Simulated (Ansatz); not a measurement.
# WC (Fm-3m) in Ansatz: a series of runs

One crystal, WC, is run at these levels: LDA, PBE, PBEsol; tasks: band structure, elastic constants, phonons.

All numbers are computed with Ansatz 0.2.0; they aren't measurements. Logs are shortened: lines on timing, memory, paths and dates and some standing lists are left out, and cuts for length are marked.

### 1 Starting point

Symmetry: Fm-3m, No. 225, cubic system. The conventional cell has a = 4.385 Å, b = 4.385 Å, c = 4.385 Å, α = 90.00°, β = 90.00°, γ = 90.00°. W (site symmetry m-3m) has 6 C at 2.19 Å as nearest neighbours. C (site symmetry m-3m) has 6 W at 2.19 Å as nearest neighbours.

Measurements of this composition are mostly on another form, of space group No. 187.

### 2 Band structure, LDA

input.yaml

```yaml
crystal:
  lattice:
    - [0.0, 2.192684, 2.192684]
    - [2.192684, 0.0, 2.192684]
    - [2.192684, 2.192684, 0.0]
  atoms:
    - { symbol: W, position: [0.0, 0.0, 0.0] }
    - { symbol: C, position: [0.5, 0.5, 0.5] }
hamiltonian:
  xc: lda
  pseudopotentials: { kind: paw }
kpoints:
  mp_grid: { grid: [10, 10, 10] }
  band_path:
    path:
      - [[0.0, 0.0, 0.0], [0.5, 0.0, 0.5], [0.5, 0.25, 0.75], [0.375, 0.375, 0.75], [0.0, 0.0, 0.0], [0.5, 0.5, 0.5], [0.625, 0.25, 0.625], [0.5, 0.25, 0.75], [0.5, 0.5, 0.5], [0.375, 0.375, 0.75]]
      - [[0.625, 0.25, 0.625], [0.5, 0.0, 0.5]]
    npoints: 14
scf:
  occupations: { method: fermi_dirac, width: 0.05 }
  n_extra_bands: 6
output:
  forces: true
  stress: true
  eigenvalues: true
  fatbands: true
  write_density: true
  write_potential: true
  elf: true
  volumetric_format: npy
```

Potentials or basis: Ansatz PAW.

On the command line:

```console
ansatz run input.yaml --threads 2 --pin off --max-ram 5632MiB --backend cpu --events-out ev --progress --plain --runs-dir out
```

Output:

```text
Warning: RAYON_NUM_THREADS=2 ignored (pool sized by the plan → 2); use --threads N
scf.n_extra_bands = 6 over 9 filled bands (N_el = 18.0): the run solves 15 bands
Engine: ansatz 0.2.0, aarch64-unknown-linux-gnu
Pseudopotentials: kind: paw
Pseudopotential: W, paw, valence charge 14, recommended cutoff 420 eV (normal), W.paw.azcp
Pseudopotential: C, paw, valence charge 4, recommended cutoff 420 eV (normal), C.paw.azcp
Functional definition: SPW92
  exchange = slater_x
  correlation = pw_c
Crystal: 2 atoms, lattice volume = 21.084 Å³
Basis set: ecut = 420 eV, 411 PW (Γ)
Bands: 15, of which v1, the nominal top of the filled ones, is band 9 counted from 1 (8 counted from 0)
Symmetry: 48 space group operations
Space group: Fm-3m (ITA 225), of the structure as read, at distance tolerance 2.8e-5 Å
k-points: 47 of 1000
Non-local potential: W, projectors of the file, l = 0: 3, l = 1: 2, l = 2: 2, l = 3: 1
Non-local potential: C, projectors of the file, l = 0: 2, l = 1: 2, l = 2: 1
PAW form: soft (Blöchl's): semilocal exchange-correlation on the pseudo side does not see the compensation charge
PAW frozen core: W, regenerated for the run's functional, and the local potential with it (the file was generated under x = pbe(κ = 0.804, μ = 0.2195149727645171), c = pbe(β = 0.06672455060314922))
PAW frozen core: C, regenerated for the run's functional, and the local potential with it (the file was generated under x = pbe(κ = 0.804, μ = 0.2195149727645171), c = pbe(β = 0.06672455060314922))
PAW one-centre angular grid: W, 590 points (default); XC on 64 Gauss nodes
PAW one-centre angular grid: C, 110 points (default); XC on 64 Gauss nodes
Initial density: superposition of atomic densities (neutral atoms: chi_scale 0, normalization atom), corrected by the library's trained network
Initial wavefunctions: pseudopotential atomic-orbital guess
Functional: x = slater, c = lda
SCF iter   1: F=—  HF=-10372.408075 eV  |F-HF|=—  |Δ(HF+E_count)|=         —  Δρ=6.22e-3  dr2=5.74e-3  ethr=1.77e-3  ⟨swp⟩=5.4  Hψ=3550  notcnv=0  defer=2
preconditioner: auto → none  [insulator: Δε(μ)=0.160 eV  Ē_g=12.151 eV  σ=0.050 eV  W_gap=0.63  n_scr=8 (ndim 8)  ℏωp=25.6 eV  f_vac=0.000  D(μ)=0.72/eV (n_scr^D=8)  ε∞_Penn≈5.4]
SCF iter   2: F=—  HF=-10372.407756 eV  |F-HF|=—  |Δ(HF+E_count)|=   3.19e-4  Δρ=3.22e-3  dr2=1.56e-3  ethr=3.19e-5  ⟨swp⟩=1.1  Hψ=1102  notcnv=0  defer=4
SCF iter   3: F=—  HF=-10372.407582 eV  |F-HF|=—  |Δ(HF+E_count)|=   1.74e-4  Δρ=1.62e-4  dr2=2.59e-6  ethr=8.66e-6  ⟨swp⟩=1.6  Hψ=773  notcnv=0  defer=4
SCF iter   4: F=—  HF=-10372.407578 eV  |F-HF|=—  |Δ(HF+E_count)|=   3.87e-6  Δρ=4.77e-5  dr2=5.40e-7  ethr=1.44e-8  ⟨swp⟩=2.0  Hψ=1115  notcnv=0  defer=4
iter 5 did not close the SCF: its close was put off for the readings that it lacked (scf_convergence_deferred on its scf_iter line)
SCF iter   5: F=-10372.407578 eV  HF=-10372.407578 eV  |F-HF|=9.56e-9  |Δ(HF+E_count)|=   1.81e-7  Δρ=9.59e-6  dr2=1.33e-8  ethr=3.00e-9  ⟨swp⟩=2.8  Hψ=1101  notcnv=0  defer=4
SCF iter   6: F=-10372.407578 eV  HF=-10372.407578 eV  |F-HF|=6.91e-11  |Δ(HF+E_count)|=   3.02e-9  Δρ=7.58e-7  dr2=8.59e-11  ethr=7.41e-11  ⟨swp⟩=7.4  Hψ=4036  notcnv=0
SCF 1 converged in 6 iterations: F = -10372.407578 eV  dr2 = 8.59e-11
NSCF: frozen V_eff on 142 k-points
SCF converged after 6 iterations
Free energy (F): -10372.407578 eV
Harris-Foulkes:  -10372.407578 eV  (|F-HF|=6.91e-11)
Internal energy: -10372.401231 eV  (E = F + TS)
E sigma→0 (E₀):  -10372.404404 eV
Entropy (-TS):   -0.006348 eV (-3.174 meV/atom)
Fermi energy:    21.455066 eV
--- Per-component energies (eV) ---
  E_band       = -67.112503
  E_kinetic    = 541.640387
  E_local      = -668.253562  (includes V_loc(G=0)·N_el)
  E_nonlocal   = 33.039876
  E_hartree    = 231.572805
  E_xc         = -313.652747
  E_vxc        = -299.416562  (∫ρ·V_xc dr)
  E_paw        = -8400.916223  (= ΣΔE_a)
  E_vpaw       = -137.267967  (= ΣTr[D̂ρ^β])
  E_aug_tail   = -0.000068  (compensation charges beyond the density's cutoff)
  E_ewald      = -1796.177684
  E_core_change = 0.345985  (= ΣΔE_core)
  E_smearing   = -0.006348  (= −TS)
  E_closure    = 0.000000  (closes the sum)
  Σ components = -10372.407578   (vs F -10372.407578, Δ=0.00e0)
--- Forces (eV/Å), atoms counted from 1 ---
  atom   1  W     -0.00000000     0.00000000     0.00000000
  atom   2  C      0.00000000    -0.00000000    -0.00000000
  max |Σ_I F_I| component: 7.89e-30 eV/Å
--- Stress (GPa, compression-positive) ---
      -16.114042       0.000000      -0.000000
       -0.000000     -16.114042       0.000000
        0.000000      -0.000000     -16.114042
  P = ⅓ Tr σ = -16.1140 GPa (-161.140 kbar)
--- Band table (eV; the first three rows and the last of 47) ---
  k-point 0: bands = ["-53.9016", "-17.9195", "-17.9195", "-17.9195", "5.7712", "18.6587", "18.6587", "18.6587", "20.3935", "20.3935", "20.3935", "20.4389", "20.4389", "27.9937", "31.1731"]
  k-point 1: bands = ["-53.8980", "-17.9782", "-17.9257", "-17.9257", "6.0516", "17.7714", "18.2193", "18.2193", "19.2789", "19.2789", "20.7444", "22.5362", "22.5362", "28.4914", "31.8122"]
  k-point 2: bands = ["-53.8887", "-18.1292", "-17.9422", "-17.9422", "6.8448", "16.1374", "16.8424", "16.8424", "19.8627", "19.8627", "21.2053", "24.8803", "24.8803", "29.5012", "33.2119"]
  k-point 46: bands = ["-53.8518", "-18.3406", "-18.2416", "-18.1347", "8.8260", "15.3844", "15.4201", "15.5074", "21.1030", "22.6127", "23.6668", "24.6931", "26.4298", "32.3771", "33.5784"]
```

Wall time 1.3 s (2 threads of Arm Neoverse V2, shared host); peak memory 0.29 GiB.

Results:

```yaml
Free_energy: -10372.4076 eV
Pressure: -16.1 GPa
Band_gap_on_the_k_mesh: none (metal or under the smearing width)
```

Levels at the corners of the path, in eV from the Fermi level:
| point | band 6 | band 7 | band 8 | band 9 | band 10 | band 11 | band 12 | band 13 |
| --- | --- | --- | --- | --- | --- | --- | --- | --- |
| Γ | -2.80 | -2.80 | -2.80 | -1.06 | -1.06 | -1.06 | -1.02 | -1.02 |
| X | -5.79 | -5.54 | -2.48 | -2.48 | 0.79 | 2.20 | 2.20 | 5.36 |
| W | -6.32 | -6.04 | -6.04 | 0.45 | 0.45 | 2.21 | 3.39 | 4.89 |
| K | -6.95 | -5.89 | -4.87 | -1.72 | 1.37 | 2.46 | 4.80 | 4.82 |
| Γ | -2.80 | -2.80 | -2.80 | -1.06 | -1.06 | -1.06 | -1.02 | -1.02 |
| L | -9.79 | -6.60 | -6.60 | 0.98 | 0.98 | 2.25 | 5.00 | 8.69 |
| U | -6.95 | -5.89 | -4.87 | -1.72 | 1.37 | 2.46 | 4.80 | 4.82 |
| W | -6.32 | -6.04 | -6.04 | 0.45 | 0.45 | 2.21 | 3.39 | 4.89 |
| L | -9.79 | -6.60 | -6.60 | 0.98 | 0.98 | 2.25 | 5.00 | 8.69 |
| K | -6.95 | -5.89 | -4.87 | -1.72 | 1.37 | 2.46 | 4.80 | 4.82 |
| U | -6.95 | -5.89 | -4.87 | -1.72 | 1.37 | 2.46 | 4.80 | 4.82 |
| X | -5.79 | -5.54 | -2.48 | -2.48 | 0.79 | 2.20 | 2.20 | 5.36 |

Caveat: so large a pressure means that the cell lies far from this level's equilibrium, or that cutoff or potentials fall short; the pressure holds a Pulay correction of +0.4 GPa for the finite cutoff; spin-orbit coupling is left out, which moves the levels of the heavy elements; the PAW data sets come from PBE, with cores solved anew for the run's functional, which leaves a small shift of forces and pressure.

### 3 Elastic constants, PBE

input.yaml

```yaml
crystal:
  lattice:
    - [0.0, 2.192684, 2.192684]
    - [2.192684, 0.0, 2.192684]
    - [2.192684, 2.192684, 0.0]
  atoms:
    - { symbol: W, position: [0.0, 0.0, 0.0] }
    - { symbol: C, position: [0.5, 0.5, 0.5] }
hamiltonian:
  xc: pbe
  pseudopotentials: { kind: paw }
kpoints:
  mp_grid: { grid: [7, 7, 7] }
scf:
  occupations: { method: fermi_dirac, width: 0.05 }
output:
  forces: true
  stress: true
elastic:
  mode: relaxed_ion
  stencil: two_point
```

Potentials or basis: Ansatz PAW.

On the command line:

```console
ansatz run input.yaml --threads 2 --pin off --max-ram 5632MiB --backend cpu --events-out ev --progress --plain --runs-dir out
```

Output:

```text
Warning: RAYON_NUM_THREADS=2 ignored (pool sized by the plan → 2); use --threads N
[... 4 set-up lines as earlier in the session ...]
Functional definition: PBE
  parameter kappa = 0.804
  parameter beta = 0.06672455060314922
  exchange = pbe_x(kappa = kappa, mu = beta*pi^2/3)
  correlation = pbe_c(beta = beta)
Crystal: 2 atoms, lattice volume = 21.084 Å³
Basis set: ecut = 420 eV, 411 PW (Γ), exchange–correlation on 48×48×48 points (8 copies of the dense FFT grid, shifted against one another)
Bands: 13, of which v1, the nominal top of the filled ones, is band 9 counted from 1 (8 counted from 0)
[... 104 lines left out ...]
  strains applied: 11, 23; error gains: componentwise 1.00 (the most a stress slope's error grows in a printed constant), spectral 1.73 (1 for all six strains in a standard setting)
  C = ∂σ_k/∂η_j (tension-positive GPa; Voigt order 11 22 33 23 13 12):
       788.939    145.171    145.171     -0.000     -0.000      0.000
       145.171    788.939    145.171      0.000     -0.000     -0.000
       145.171    145.171    788.939     -0.000      0.000      0.000
        -0.000      0.000      0.000    177.209      0.000     -0.000
         0.000     -0.000      0.000     -0.000    177.209      0.000
         0.000     -0.000     -0.000     -0.000     -0.000    177.209
  reference stress σ⁰ (GPa):      1.605      1.605      1.605      0.000      0.000     -0.000
  C* (energy form; C + prestress term) asymmetry max|C*_kj − C*_jk| = 5.684e-14 GPa — a small one proves nothing (zero by symmetry where the batch's group is 432, −43m or m−3m); a large one is finite-difference/SCF noise where every solve meets its electron count
  moduli (Voigt/Reuss/Hill, GPa): K = 359.76/359.76/359.76   G = 235.08/216.05/225.57   E = 559.72   ν = 0.241
  mechanically stable: yes (min eigenvalue of sym C = 177.21 GPa)
  strain η (Voigt 11):  stress-route row diagonal C_11 = 788.94 GPa, energy-path curvature d²(F+E_count+ΔE)/dδ²/Ω₀ = 788.36 GPa
         δ    σ_11 (GPa)             F (eV)   n_scf  n_hpsi   n_pw
    -2.000e-3       0.0140      -10635.1908815       7    9687    424   relax 0 steps, max|allowed force component| 5.92e-31 eV/Å
     2.000e-3       3.1697      -10635.1900156       5    7892    424   relax 0 steps, max|allowed force component| 6.71e-30 eV/Å
  strain η (Voigt 23):  stress-route row diagonal C_44 = 177.21 GPa, energy-path curvature d²(F+E_count+ΔE)/dδ²/Ω₀ = 176.10 GPa
         δ    σ_23 (GPa)             F (eV)   n_scf  n_hpsi   n_pw
    -2.000e-3      -0.3544      -10635.1906062       5   14605    424   relax 0 steps, max|allowed force component| 5.13e-30 eV/Å
     2.000e-3       0.3544      -10635.1906062       4   11543    424   relax 0 steps, max|allowed force component| 2.56e-30 eV/Å
```

elastic_members.tsv:

```text
# convention: tension-positive GPa; Voigt order 11 22 33 23 13 12; engineering shear strains; stresses and constants hold the Pulay correction, whose part of sigma0, of c and of each member's stress the lines and columns named pulay_correction_..._gpa give (of c_energy it is that of c and, on the columns of strains 1 to 3, that of sigma0; of a layer's constants it is that of c in the plane, times a tenth of its plane spacing in ang); where a line pulay_correction_withheld stands none holds it
[... 10 lines left out ...]
3	2.0000000000e-3	1.6034022008e0	1.6040912302e0	1.6040912302e0	3.5441846781e-1	1.3340800414e-14	-1.3340800414e-14	-1.0635190606e4	-1.0635187846e4	4	11543	424	0	2.5637979420e-30	0.0000000000e0	-3.2608225732e-1	-3.2619417790e-1	-3.2619417790e-1	-1.4405939889e-4	3.7998699097e-18	-4.2069988286e-18	2.6948749866e-5	0.0000000000e0
```

It took 2.3 s on 2 threads of Arm Neoverse V2, shared host; peak memory 0.3 GiB.

Results:

```yaml
Free_energy: -10635.1906 eV
Pressure: -1.6 GPa
Band_gap_on_the_k_mesh: none (metal or under the smearing width)
Elastic_constants_C11_C12_C44: 789, 145, 177 GPa
Voigt_bulk_modulus: 360 GPa
```

Elastic tensor in Voigt notation (GPa, in the Cartesian axes of the cell as first typed):
```
789 145 145   0   0   0
145 789 145   0   0   0
145 145 789   0   0   0
  0   0   0 177   0   0
  0   0   0   0 177   0
  0   0   0   0   0 177
```

Caveat: elastic constants of metals need much finer meshes, so these are rough; the pressure holds a Pulay correction of +0.3 GPa for the finite cutoff. The run has no spin-orbit coupling, so splittings on W are missing.

### 4 Phonons, PBEsol

input.yaml: that of step 3 with these lines changed.

```diff
@@ -9,3 +9,3 @@
 hamiltonian:
-  xc: pbe
+  xc: pbesol
   pseudopotentials: { kind: paw }
@@ -15,7 +15,3 @@
   occupations: { method: fermi_dirac, width: 0.05 }
-output:
-  forces: true
-  stress: true
-elastic:
-  mode: relaxed_ion
-  stencil: two_point
+phonons:
+  method: dfpt
```

Potentials or basis: Ansatz PAW.

On the command line:

```console
ansatz run input.yaml --threads 2 --pin off --max-ram 5632MiB --backend cpu --events-out ev --progress --plain --runs-dir out
```

Output:

```text
Warning: RAYON_NUM_THREADS=2 ignored (pool sized by the plan → 2); use --threads N
[... 4 set-up lines as earlier in the session ...]
Functional definition: PBEsol
  exchange = pbesol_x
  correlation = pbesol_c
Crystal: 2 atoms, lattice volume = 21.084 Å³
Basis set: ecut = 420 eV, 411 PW (Γ), exchange–correlation on 48×48×48 points (8 copies of the dense FFT grid, shifted against one another)
Bands: 13, of which v1, the nominal top of the filled ones, is band 9 counted from 1 (8 counted from 0)
[... 1 set-up line as earlier in the session ...]
k-points: 40 of 343 (irreducible under 8 space group operations, time reversal used)
[... 9 set-up lines as earlier in the session ...]
Functional: x = pbesol(κ = 0.804, μ = 0.12345679012345678), c = pbesol(β = 0.046)
SCF iter   1: F=—  HF=-10502.836662 eV  |F-HF|=—  |Δ(HF+E_count)|=         —  Δρ=6.04e-3  dr2=6.02e-3  ethr=1.77e-3  ⟨swp⟩=5.2  Hψ=5815  notcnv=0  defer=31
automatic band count: the SCF goes on with 17 bands, as 13 were too few: the levels above may hold too much charge
preconditioner: auto → none  [insulator: Δε(μ)=0.234 eV  Ē_g=14.534 eV  σ=0.050 eV  W_gap=0.82  n_scr=8 (ndim 8)  ℏωp=25.6 eV  f_vac=0.000  D(μ)=0.59/eV (n_scr^D=0)  ε∞_Penn≈4.1]
SCF iter   2: F=—  HF=-10502.835252 eV  |F-HF|=—  |Δ(HF+E_count)|=   1.41e-3  Δρ=2.57e-3  dr2=1.01e-3  ethr=3.35e-5  ⟨swp⟩=1.6  Hψ=1099  notcnv=0  defer=49
SCF iter   3: F=—  HF=-10502.835140 eV  |F-HF|=—  |Δ(HF+E_count)|=   1.12e-4  Δρ=4.00e-4  dr2=2.01e-5  ethr=5.62e-6  ⟨swp⟩=1.9  Hψ=717  notcnv=0  defer=49
SCF iter   4: F=—  HF=-10502.835142 eV  |F-HF|=—  |Δ(HF+E_count)|=   1.28e-6  Δρ=5.48e-5  dr2=3.76e-7  ethr=1.11e-7  ⟨swp⟩=1.6  Hψ=692  notcnv=0  defer=49
SCF iter   5: F=—  HF=-10502.835138 eV  |F-HF|=—  |Δ(HF+E_count)|=   3.21e-6  Δρ=4.56e-6  dr2=2.24e-9  ethr=2.09e-9  ⟨swp⟩=2.0  Hψ=735  notcnv=0  defer=49
SCF iter   6: F=—  HF=-10502.835138 eV  |F-HF|=—  |Δ(HF+E_count)|=  5.97e-10  Δρ=5.70e-7  dr2=3.31e-11  ethr=1.24e-11  ⟨swp⟩=2.4  Hψ=883  notcnv=0  defer=49
SCF iter   7: F=-10502.835138 eV  HF=-10502.835138 eV  |F-HF|=0.00e0  |Δ(HF+E_count)|=  1.09e-11  Δρ=2.26e-8  dr2=5.86e-14  ethr=1.00e-12  ⟨swp⟩=9.2  Hψ=2891  notcnv=0
SCF 1 converged in 7 iterations: F = -10502.835138 eV  dr2 = 5.86e-14
DFPT response loops at Γ: preconditioner auto → Kerker (q_TF=auto, 2.657 Å⁻¹) (partly filled bands, converged f_vac=0.000); β = 1.00, the filter's whole step (`scf.mixing.beta` (0.50) is not read by the response loops under this deck's `scf.mixing.preconditioner`; to damp them name `kerker` or `kerker_dos`, under which they read `scf.mixing.beta`, and type it under 1.00, their step now; both keys bind the ground state too); Broyden in place of MSR1
SCF converged after 7 iterations
Free energy (F): -10502.835138 eV
Harris-Foulkes:  -10502.835138 eV  (|F-HF|=0.00e0)
Internal energy: -10502.829309 eV  (E = F + TS)
E sigma→0 (E₀):  -10502.832224 eV
Entropy (-TS):   -0.005829 eV (-2.915 meV/atom)
Fermi energy:    21.387203 eV
--- Per-component energies (eV) ---
  E_band       = -64.242923
  E_kinetic    = 540.755317
  E_local      = -662.317947  (includes V_loc(G=0)·N_el)
  E_nonlocal   = 28.846999
  E_hartree    = 230.491686
  E_xc         = -313.728848
  E_vxc        = -299.029808  (∫ρ·V_xc dr)
  E_paw        = -8530.941658  (= ΣΔE_a)
  E_vpaw       = -133.480785  (= ΣTr[D̂ρ^β])
  E_aug_tail   = -0.000067  (compensation charges beyond the density's cutoff)
  E_ewald      = -1796.177684
  E_core_change = 0.242893  (= ΣΔE_core)
  E_smearing   = -0.005829  (= −TS)
  E_closure    = 0.000000  (closes the sum)
  Σ components = -10502.835138   (vs F -10502.835138, Δ=0.00e0)
--- Band table (eV; the first three rows and the last of 40) ---
  k-point 0: bands = ["-53.7241", "-17.7489", "-17.7489", "-17.7489", "5.8465", "18.8419", "18.8419", "18.8419", "20.6040", "20.6040", "20.6040", "20.6277", "20.6277", "28.0896", "31.2401", "44.7504", "44.7504"]
  k-point 1: bands = ["-53.7171", "-17.8643", "-17.7613", "-17.7613", "6.4095", "17.2751", "17.8102", "17.8102", "19.6277", "19.6277", "21.1310", "23.7378", "23.7378", "29.0532", "32.4706", "40.6592", "41.9970"]
  k-point 2: bands = ["-53.7014", "-18.1159", "-17.7889", "-17.7889", "7.9089", "14.7999", "16.0668", "16.0668", "20.9251", "20.9251", "21.9035", "27.1311", "27.1311", "29.8347", "34.0004", "37.4640", "37.4640"]
  k-point 39: bands = ["-53.6753", "-18.1428", "-18.1142", "-17.9314", "9.0742", "14.6181", "15.5998", "16.0367", "21.2521", "22.4699", "24.0096", "25.7026", "26.7890", "32.9881", "33.7082", "34.2323", "38.0104"]
--- Phonons (Γ-DFPT): 2 representative perturbations + reference, on 40 of 343 k-points (Σ response iterations 6) ---
  k mesh reduced under 8 symmetry operations, with k and −k counted as one. Each operation leaves every solved perturbation unchanged. A smaller set is not used because it would not reduce the number of displacements times k-points to solve
  ASR residual: 1.614e-4 → 0.000e0 eV/Å²; symmetrization residual: 2.580e-7 eV/Å²
  ASR residual per site (eV/Å²): 1.61e-4 4.63e-5
  Γ frequencies (cm⁻¹): 0.00 0.00 0.00 394.33 394.33 394.33
  non-analytic LO–TO correction: not included (Born effective charges unavailable; polar crystals: no LO–TO splitting at Γ)
```

second_order_force_constants.tsv:

```text
# format = ansatz-second-order-force-constants/2
# a1_ang = 0e0 2.192684e0 2.192684e0
# a2_ang = 2.192684e0 0e0 2.192684e0
[... 69 lines left out ...]
0	1	0	0	0	1	-6.446887446527358e0	-4.601688613789235e-31	7.395570986446983e-32	-4.601688613789235e-31	-6.4468874465273585e0	1.6434602192104398e-32	7.395570986446986e-32	1.643460219210442e-32	-6.4468874465273585e0
1	0	0	0	0	0	-6.446887446527358e0	-4.601688613789235e-31	7.395570986446986e-32	-4.601688613789235e-31	-6.4468874465273585e0	1.643460219210442e-32	7.395570986446983e-32	1.6434602192104398e-32	-6.4468874465273585e0
1	1	0	0	0	1	6.446887446527358e0	4.601688613789235e-31	-7.395570986446986e-32	4.601688613789235e-31	6.4468874465273585e0	-1.643460219210442e-32	-7.395570986446983e-32	-1.6434602192104398e-32	6.4468874465273585e0
```

Wall time 2.1 s (2 threads of Arm Neoverse V2, shared host); peak memory 0.34 GiB.

What came out:

* Free energy: -10502.8351 eV
* Band gap on the k mesh: none (metal or under the smearing width)
* Highest phonon frequency at Γ: 394 cm⁻¹

Phonon frequencies in cm⁻¹ (negative: imaginary):
```csv
q point,frequencies
"(0.000, 0.000, 0.000)",0 0 0 394 394 394
```

Caveat: the PAW data sets come from PBE, with cores solved anew for the run's functional, which leaves a small shift of forces and pressure. The run has no spin-orbit coupling, so splittings on W are missing.

(Part 1 of 2 ends here.)
